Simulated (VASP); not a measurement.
# Al (Fm-3m) in VASP: further runs

One crystal, Al, is run at these levels: PBE; tasks: single point.

All numbers are computed with VASP 6.6.1; they aren't measurements. Logs are shortened: lines on timing, memory, paths and dates and some standing lists are left out, and cuts for length are marked.

## Step 1: The crystal as given

Symmetry: Fm-3m, No. 225, cubic system. The conventional cell has a = 4.050 Å, b = 4.050 Å, c = 4.050 Å, α = 90.00°, β = 90.00°, γ = 90.00°. Al (site symmetry m-3m) is surrounded by 12 Al at 2.86 Å.

## Step 2: Single point, PBE

Input file INCAR:

```
SYSTEM = Al
PREC = Accurate
ENCUT = 350
EDIFF = 1E-7
ISMEAR = -1
SIGMA = 0.15
LREAL = .False.
LASPH = .True.
NELM = 100
ALGO = Normal
ISIF = 2
LWAVE = .False.
LCHARG = .False.
GGA = PE
NBANDS = 8
ADDGRID = .False.
```

Input file KPOINTS:

```
regular mesh
0
Gamma
  15 15 15
  0 0 0
```

Input file POSCAR:

```
Al
1.0
    0.0000000000      2.0248050000      2.0248050000
    2.0248050000      0.0000000000      2.0248050000
    2.0248050000      2.0248050000      0.0000000000
Al
1
Direct
    0.0000000000      0.0000000000      0.0000000000
```

Potentials or basis: VASP PAW PBE potentials, release 64 (Al).

The run is started by

```console
cat potpaw_PBE.64/Al/POTCAR > POTCAR
mpirun -np 1 vasp_std > vasp.out
```

OUTCAR:

```text
SYSTEM = Al
   PREC = Accurate
   ENCUT = 350
   EDIFF = 1E-7
   ISMEAR = -1
   LREAL = .False.
   LASPH = .True.
   NELM = 100
   ISIF = 2
   GGA = PE

 Found    120 irreducible k-points:

 Following reciprocal coordinates:
            Coordinates               Weight
  0.000000  0.000000  0.000000      1.000000
  0.066667  0.000000  0.000000      8.000000
  0.133333  0.000000  0.000000      8.000000
  0.200000  0.000000  0.000000      8.000000
  0.266667  0.000000  0.000000      8.000000
  0.333333  0.000000  0.000000      8.000000
   k-points           NKPTS =    120   k-points in BZ     NKDIM =    120   number of bands    NBANDS=      8
   number of dos      NEDOS =    301   number of ions     NIONS =      1
   total plane-waves  NPLWV =   5832
   dimension x,y,z NGX =    18 NGY =   18 NGZ =   18
   dimension x,y,z NGXF=    36 NGYF=   36 NGZF=   36
   ions per type =               1
   NGX,Y,Z   is equivalent  to a cutoff of  10.45, 10.45, 10.45 a.u.
   NGXF,Y,Z  is equivalent  to a cutoff of  20.90, 20.90, 20.90 a.u.
 SYSTEM =  Al
   PREC   = accura    normal or accurate (medium, high low for compatibility)
   ISTART =      0    job   : 0-new  1-cont  2-samecut
   ICHARG =      2    charge: 1-file 2-atom 10-const
   ISPIN  =      1    spin polarized calculation?
   LNONCOLLINEAR =      F non collinear calculations
   LSORBIT =      F    spin-orbit coupling
   LASPH  =      T    aspherical Exc in radial PAW
   ENCUT  =  350.0 eV  25.72 Ry    5.07 a.u.   4.37  4.37  4.37*2*pi/ulx,y,z
   NELM   =    100;   NELMIN=  2; NELMDL= -5     # of ELM steps
   EDIFF  = 0.1E-06   stopping-criterion for ELM
   LREAL  =      F    real-space projection
   EDIFFG = 0.1E-05   stopping-criterion for IOM
   NSW    =      0    number of steps for IOM
   IBRION =     -1    ionic relax: 0-MD 1-quasi-New 2-CG
   NFREE  =      0    steps in history (QN), initial steepest desc. (CG)
   ISIF   =      2    stress and relaxation
   ISYM   =      2    0-nonsym 1-usesym 2-fastsym
   POTIM  = 0.5000    time-step for ionic-motion
   TEBEG  =    0.0;   TEEND  =   0.0 temperature during run
   PSTRESS=    0.0 pullay stress
   NELECT =       3.0000    total number of electrons
   NUPDOWN=      -1.0000    fix difference up-down
   EMIN   =  10.00;   EMAX   =-10.00  energy-range for DOS
   EFERMI =   0.00;   METHOD = LEGACY
   ISMEAR =    -1;   SIGMA  =   0.15  broadening in eV -4-tet -1-fermi 0-gaus
   EFERMI_NEDOS =   21; number of points for ismear=-14 and -15
   IALGO  =     38    algorithm
   IMIX   =      4    mixing-type and parameters
     AMIX     =   0.40;   BMIX     =  1.00
     AMIX_MAG =   1.60;   BMIX_MAG =  1.00
  volume/ion in A,a.u.               =      16.60       112.04
  Fermi-wavevector in a.u.,A,eV,Ry     =   0.925526  1.748991 11.654733  0.856599
  Thomas-Fermi vector in A             =   2.051390
   LORBIT       =      0    0 simple, 1 ext, 2 COOP (PROOUT), +10 PAW based schemes
   GGA     = PE    functional components
   LHFCALC =     F    Hartree Fock is set to
   AEXX    =    0.0000 exact exchange contribution
   IVDW    =     0    specifies the selected vdW correction
   LEPSILON=     F    determine dielectric tensor
   LRPA    =     F    only Hartree local field effects (RPA)
 non-spin polarized calculation
  energy-cutoff  :      350.00
  volume of cell :       16.60
 maximum number of plane-waves:       262
 NGX is ok and might be reduce to    18
   NGX =  9   NGY =  9   NGZ =  9

 number of electron       3.0000000 magnetization

 Free energy of the ion-electron system (eV)
  ---------------------------------------------------
  ext. energy  EPLUGINS =         0.00000000
  ---------------------------------------------------
  free energy    TOTEN  =        -3.75940273 eV

  energy without entropy =       -3.72965174  energy(sigma->0) =       -3.74452724

 E-fermi :   7.9936     XC(G=0): -10.1742

 val. band max:        7.7925708891   @ k =  -0.3333   0.0667   0.0000
 cond. band min:       8.0155339323   @ k =  -0.4000   0.4000   0.0000
 fundamental gap:      0.2229630432
 Fermi energy:         7.9936324853

 k-point     1 :       0.0000    0.0000    0.0000
  band No.  band energies     occupation
      1      -3.1558      2.00000
      2      20.5283      0.00000
      3      20.5283      0.00000
      4      20.5283      0.00000
      5      21.9661      0.00000
      6      21.9661      0.00000
      7      21.9661      0.00000
      8      24.3579      0.00000

 k-point     2 :       0.0667    0.0000    0.0000
  band No.  band energies     occupation
      1      -3.0354      2.00000
      2      18.5717      0.00000
      3      20.1060      0.00000
      4      20.1061      0.00000
      5      22.5743      0.00000
      6      22.5743      0.00000
      7      22.6092      0.00000
      8      25.5871      0.00000

 k-point     3 :       0.1333    0.0000    0.0000
  band No.  band energies     occupation
      1      -2.6751      2.00000
      2      15.8891      0.00000
      3      19.5003      0.00000
      4      19.5003      0.00000
      5      22.5697      0.00000
      6      23.6438      0.00000
      7      23.6438      0.00000
      8      25.4195      0.00000

 k-point     4 :       0.2000    0.0000    0.0000
  band No.  band energies     occupation
      1      -2.0764      2.00000
      2      13.2530      0.00000
      3      19.0332      0.00000
      4      19.0332      0.00000
      5      22.3599      0.00000
      6      23.5246      0.00000
      7      23.5246      0.00000
      8      25.6131      0.00000

 k-point     5 :       0.2667    0.0000    0.0000
  band No.  band energies     occupation
      1      -1.2426      2.00000
      2      10.7548      0.00000
      3      18.7497      0.00000
      4      18.7497      0.00000
      5      22.2118      0.00000
      6      22.3453      0.00000
      7      22.3453      0.00000
      8      26.3297      0.00000

 k-point     6 :       0.3333    0.0000    0.0000
  band No.  band energies     occupation
      1      -0.1775      2.00000
      2       8.4299      0.10349
      3      18.6626      0.00000
      4      18.6626      0.00000
      5      21.2503      0.00000
      6      21.2503      0.00000
      7      22.2138      0.00000
      8      25.2038      0.00000

 [... further k-points ...]

------------------------ aborting loop because EDIFF is reached ----------------------------------------

  FORCE on cell =-STRESS in cart. coord.  units (eV):
  Direction    XX          YY          ZZ          XY          YZ          ZX
  --------------------------------------------------------------------------------------
  -------------------------------------------------------------------------------------
  Total       -0.0519891     -0.0519891     -0.0519891      0.0000000      0.0000000      0.0000000
  in kB       -5.0169881     -5.0169881     -5.0169881      0.0000000      0.0000000      0.0000000
  external PRESSURE =      -5.0169881 kB  Pullay stress =       0.0000000 kB

 VOLUME and BASIS-vectors are now :
 -----------------------------------------------------------------------------
  energy-cutoff  :      350.00
  volume of cell :       16.60
      direct lattice vectors                 reciprocal lattice vectors
     0.000000000  2.024805000  2.024805000    -0.246937359  0.246937359  0.246937359
     2.024805000  0.000000000  2.024805000     0.246937359 -0.246937359  0.246937359
     2.024805000  2.024805000  0.000000000     0.246937359  0.246937359 -0.246937359

 POSITION                                       TOTAL-FORCE (eV/Angst)
 -----------------------------------------------------------------------------------
      0.00000      0.00000      0.00000         0.000000      0.000000      0.000000
 -----------------------------------------------------------------------------------
    total drift:                                0.000000     -0.000000     -0.000000

  FREE ENERGIE OF THE ION-ELECTRON SYSTEM (eV)
  ---------------------------------------------------
  free  energy   TOTEN  =        -3.7594027349 eV

  energy  without entropy=       -3.7296517354  energy(sigma->0) =       -3.74452724
```

Run time: 5.3 s. Hardware: 1 thread of Intel Xeon 6975P-C (Granite Rapids), shared host; peak memory 0.11 GiB.

These settings aren't checked as converged: the numbers below hold their error.

Results:

* Free energy: -3.7594 eV
* Pressure: -0.5 GPa
* Band gap on the k mesh: none (metal or under the smearing width)

## Step 3: Single point, PBE

INCAR is that of step 2.

KPOINTS is that of step 2.

Input file POSCAR:

```
Al
1.0
   -0.0142710000      2.0302060000      1.9470980000
    2.0319350000     -0.0386130000      1.9714400000
    2.0296090000      2.0522230000     -0.0362870000
Al
1
Direct
    0.0259050000     -0.0062880000     -0.0081470000
```

Potentials or basis: VASP PAW PBE potentials, release 64 (Al).

The run is started by

```console
cat potpaw_PBE.64/Al/POTCAR > POTCAR
mpirun -np 1 vasp_std > vasp.out
```

It took 50 s on 1 thread of Intel Xeon 6975P-C (Granite Rapids), shared host; peak memory 0.2 GiB.

The run converged, but some of its settings lie outside the range that counts as converged, so its numbers aren't taken as properties of the crystal.

Results:

| Property | Result |
| --- | --- |
| Free energy | -3.7550 eV |
| Pressure | -0.3 GPa |
| Band gap on the k mesh | none (metal or under the smearing width) |

## Step 4: Single point, PBE

INCAR: that of step 3 with these lines changed.

```diff
@@ -2,3 +2,3 @@
 PREC = Accurate
-ENCUT = 350
+ENCUT = 400
 EDIFF = 1E-7
```

KPOINTS is that of step 3.

Input file POSCAR:

```
Al
1.0
    0.0000000000      2.0248050000      2.0248050000
    2.0248050000      0.0000000000      2.0248050000
    2.0248050000      2.0248050000      0.0000000000
Al
1
Direct
    0.0000000000      0.0000000000      0.0000000000
```

Potentials or basis: VASP PAW PBE potentials, release 64 (Al).

The run is started by

```console
cat potpaw_PBE.64/Al/POTCAR > POTCAR
mpirun -np 1 vasp_std > vasp.out
```

OUTCAR:

```text
SYSTEM = Al
   PREC = Accurate
   ENCUT = 400
   EDIFF = 1E-7
   ISMEAR = -1
   LREAL = .False.
   LASPH = .True.
   NELM = 100
   ISIF = 2
   GGA = PE

 Found    120 irreducible k-points:

 Following reciprocal coordinates:
            Coordinates               Weight
  0.000000  0.000000  0.000000      1.000000
  0.066667  0.000000  0.000000      8.000000
  0.133333  0.000000  0.000000      8.000000
  0.200000  0.000000  0.000000      8.000000
  0.266667  0.000000  0.000000      8.000000
  0.333333  0.000000  0.000000      8.000000
   k-points           NKPTS =    120   k-points in BZ     NKDIM =    120   number of bands    NBANDS=      8
   number of dos      NEDOS =    301   number of ions     NIONS =      1
   total plane-waves  NPLWV =   8000
   dimension x,y,z NGX =    20 NGY =   20 NGZ =   20
   dimension x,y,z NGXF=    40 NGYF=   40 NGZF=   40
   ions per type =               1
   NGX,Y,Z   is equivalent  to a cutoff of  11.61, 11.61, 11.61 a.u.
   NGXF,Y,Z  is equivalent  to a cutoff of  23.22, 23.22, 23.22 a.u.
 SYSTEM =  Al
   PREC   = accura    normal or accurate (medium, high low for compatibility)
   ISTART =      0    job   : 0-new  1-cont  2-samecut
   ICHARG =      2    charge: 1-file 2-atom 10-const
   ISPIN  =      1    spin polarized calculation?
   LNONCOLLINEAR =      F non collinear calculations
   LSORBIT =      F    spin-orbit coupling
   LASPH  =      T    aspherical Exc in radial PAW
   ENCUT  =  400.0 eV  29.40 Ry    5.42 a.u.   4.67  4.67  4.67*2*pi/ulx,y,z
   NELM   =    100;   NELMIN=  2; NELMDL= -5     # of ELM steps
   EDIFF  = 0.1E-06   stopping-criterion for ELM
   LREAL  =      F    real-space projection
   EDIFFG = 0.1E-05   stopping-criterion for IOM
   NSW    =      0    number of steps for IOM
   IBRION =     -1    ionic relax: 0-MD 1-quasi-New 2-CG
   NFREE  =      0    steps in history (QN), initial steepest desc. (CG)
   ISIF   =      2    stress and relaxation
   ISYM   =      2    0-nonsym 1-usesym 2-fastsym
   POTIM  = 0.5000    time-step for ionic-motion
   TEBEG  =    0.0;   TEEND  =   0.0 temperature during run
   PSTRESS=    0.0 pullay stress
   NELECT =       3.0000    total number of electrons
   NUPDOWN=      -1.0000    fix difference up-down
   EMIN   =  10.00;   EMAX   =-10.00  energy-range for DOS
   EFERMI =   0.00;   METHOD = LEGACY
   ISMEAR =    -1;   SIGMA  =   0.15  broadening in eV -4-tet -1-fermi 0-gaus
   EFERMI_NEDOS =   21; number of points for ismear=-14 and -15
   IALGO  =     38    algorithm
   IMIX   =      4    mixing-type and parameters
     AMIX     =   0.40;   BMIX     =  1.00
     AMIX_MAG =   1.60;   BMIX_MAG =  1.00
  volume/ion in A,a.u.               =      16.60       112.04
  Fermi-wavevector in a.u.,A,eV,Ry     =   0.925526  1.748991 11.654733  0.856599
  Thomas-Fermi vector in A             =   2.051390
   LORBIT       =      0    0 simple, 1 ext, 2 COOP (PROOUT), +10 PAW based schemes
   GGA     = PE    functional components
   LHFCALC =     F    Hartree Fock is set to
   AEXX    =    0.0000 exact exchange contribution
   IVDW    =     0    specifies the selected vdW correction
   LEPSILON=     F    determine dielectric tensor
   LRPA    =     F    only Hartree local field effects (RPA)
 non-spin polarized calculation
  energy-cutoff  :      400.00
  volume of cell :       16.60
 maximum number of plane-waves:       311
   NGX =  9   NGY =  9   NGZ =  9

 number of electron       3.0000000 magnetization

 Free energy of the ion-electron system (eV)
  ---------------------------------------------------
  ext. energy  EPLUGINS =         0.00000000
  ---------------------------------------------------
  free energy    TOTEN  =        -3.76011623 eV

  energy without entropy =       -3.73036110  energy(sigma->0) =       -3.74523866

 E-fermi :   7.9928     XC(G=0): -10.1742

 val. band max:        7.7919822474   @ k =  -0.3333   0.0667   0.0000
 cond. band min:       8.0150067615   @ k =  -0.4000   0.4000   0.0000
 fundamental gap:      0.2230245141
 Fermi energy:         7.9928048214

 k-point     1 :       0.0000    0.0000    0.0000
  band No.  band energies     occupation
      1      -3.1559      2.00000
      2      20.5230      0.00000
      3      20.5230      0.00000
      4      20.5230      0.00000
      5      21.9655      0.00000
      6      21.9655      0.00000
      7      21.9655      0.00000
      8      24.3567      0.00000

 k-point     2 :       0.0667    0.0000    0.0000
  band No.  band energies     occupation
      1      -3.0356      2.00000
      2      18.5683      0.00000
      3      20.1021      0.00000
      4      20.1021      0.00000
      5      22.5729      0.00000
      6      22.5729      0.00000
      7      22.6074      0.00000
      8      25.5860      0.00000

 k-point     3 :       0.1333    0.0000    0.0000
  band No.  band energies     occupation
      1      -2.6752      2.00000
      2      15.8860      0.00000
      3      19.4971      0.00000
      4      19.4971      0.00000
      5      22.5669      0.00000
      6      23.6410      0.00000
      7      23.6410      0.00000
      8      25.4096      0.00000

 k-point     4 :       0.2000    0.0000    0.0000
  band No.  band energies     occupation
      1      -2.0767      2.00000
      2      13.2501      0.00000
      3      19.0296      0.00000
      4      19.0296      0.00000
      5      22.3558      0.00000
      6      23.5166      0.00000
      7      23.5166      0.00000
      8      25.6033      0.00000

 k-point     5 :       0.2667    0.0000    0.0000
  band No.  band energies     occupation
      1      -1.2429      2.00000
      2      10.7537      0.00000
      3      18.7469      0.00000
      4      18.7469      0.00000
      5      22.2084      0.00000
      6      22.3407      0.00000
      7      22.3407      0.00000
      8      26.3280      0.00000

 k-point     6 :       0.3333    0.0000    0.0000
  band No.  band energies     occupation
      1      -0.1778      2.00000
      2       8.4293      0.10331
      3      18.6601      0.00000
      4      18.6601      0.00000
      5      21.2469      0.00000
      6      21.2469      0.00000
      7      22.2106      0.00000
      8      25.2019      0.00000

 [... further k-points ...]

------------------------ aborting loop because EDIFF is reached ----------------------------------------

  FORCE on cell =-STRESS in cart. coord.  units (eV):
  Direction    XX          YY          ZZ          XY          YZ          ZX
  --------------------------------------------------------------------------------------
  -------------------------------------------------------------------------------------
  Total       -0.0503981     -0.0503981     -0.0503981      0.0000000     -0.0000000     -0.0000000
  in kB       -4.8634597     -4.8634597     -4.8634597      0.0000000     -0.0000000     -0.0000000
  external PRESSURE =      -4.8634597 kB  Pullay stress =       0.0000000 kB

 VOLUME and BASIS-vectors are now :
 -----------------------------------------------------------------------------
  energy-cutoff  :      400.00
  volume of cell :       16.60
      direct lattice vectors                 reciprocal lattice vectors
     0.000000000  2.024805000  2.024805000    -0.246937359  0.246937359  0.246937359
     2.024805000  0.000000000  2.024805000     0.246937359 -0.246937359  0.246937359
     2.024805000  2.024805000  0.000000000     0.246937359  0.246937359 -0.246937359

 POSITION                                       TOTAL-FORCE (eV/Angst)
 -----------------------------------------------------------------------------------
      0.00000      0.00000      0.00000         0.000000      0.000000     -0.000000
 -----------------------------------------------------------------------------------
    total drift:                                0.000000      0.000000     -0.000000

  FREE ENERGIE OF THE ION-ELECTRON SYSTEM (eV)
  ---------------------------------------------------
  free  energy   TOTEN  =        -3.7601162308 eV

  energy  without entropy=       -3.7303610959  energy(sigma->0) =       -3.74523866
```

OSZICAR:

```text
N       E                     dE             d eps       ncg     rms          rms(c)
DAV:   1    -0.281266879061E+01   -0.28127E+01   -0.73294E+02  1976   0.157E+02
DAV:   2    -0.377836168652E+01   -0.96569E+00   -0.95008E+00  2744   0.158E+01
DAV:   3    -0.378256636092E+01   -0.42047E-02   -0.42031E-02  2544   0.112E+00
DAV:   4    -0.378257350740E+01   -0.71465E-05   -0.71462E-05  2968   0.389E-02
DAV:   5    -0.378257351401E+01   -0.66059E-08   -0.73014E-08  2544   0.824E-04    0.129E+00
DAV:   6    -0.376960309544E+01    0.12970E-01   -0.16754E-03  2456   0.191E-01    0.751E-01
DAV:   7    -0.376012279596E+01    0.94803E-02   -0.50406E-03  2488   0.310E-01    0.146E-01
DAV:   8    -0.376011815757E+01    0.46384E-05   -0.13602E-05  2744   0.255E-02    0.837E-03
DAV:   9    -0.376011660547E+01    0.15521E-05   -0.85824E-07  2816   0.400E-03    0.663E-04
DAV:  10    -0.376011626507E+01    0.34040E-06   -0.35482E-09  2352   0.404E-04    0.240E-04
DAV:  11    -0.376011623078E+01    0.34285E-07   -0.14667E-10  1400   0.700E-05
   1 F= -.37601162E+01 E0= -.37452387E+01  d E =-.297551E-01
```

Wall time 5.2 s (1 thread of Intel Xeon 6975P-C (Granite Rapids), shared host); peak memory 0.12 GiB.

The run converged, but some of its settings lie outside the range that counts as converged, so its numbers aren't taken as properties of the crystal.

What came out:

| Quantity | Value |
| --- | --- |
| Free energy | -3.7601 eV |
| Pressure | -0.5 GPa |
| Band gap on the k mesh | none (metal or under the smearing width) |

## Step 5: Single point, PBE

INCAR is that of step 4.

KPOINTS is that of step 4.

Input file POSCAR:

```
Al
1.0
   -0.0142710000      2.0302060000      1.9470980000
    2.0319350000     -0.0386130000      1.9714400000
    2.0296090000      2.0522230000     -0.0362870000
Al
1
Direct
    0.0259050000     -0.0062880000     -0.0081470000
```

The run is started by

```console
cat potpaw_PBE.64/Al/POTCAR > POTCAR
mpirun -np 1 vasp_std > vasp.out
```

Wall time 47 s (1 thread of Intel Xeon 6975P-C (Granite Rapids), shared host); peak memory 0.22 GiB.

These settings aren't checked as converged: the numbers below hold their error.

What came out:

- Free energy: -3.7557 eV
- Pressure: -0.3 GPa
- Band gap on the k mesh: none (metal or under the smearing width)
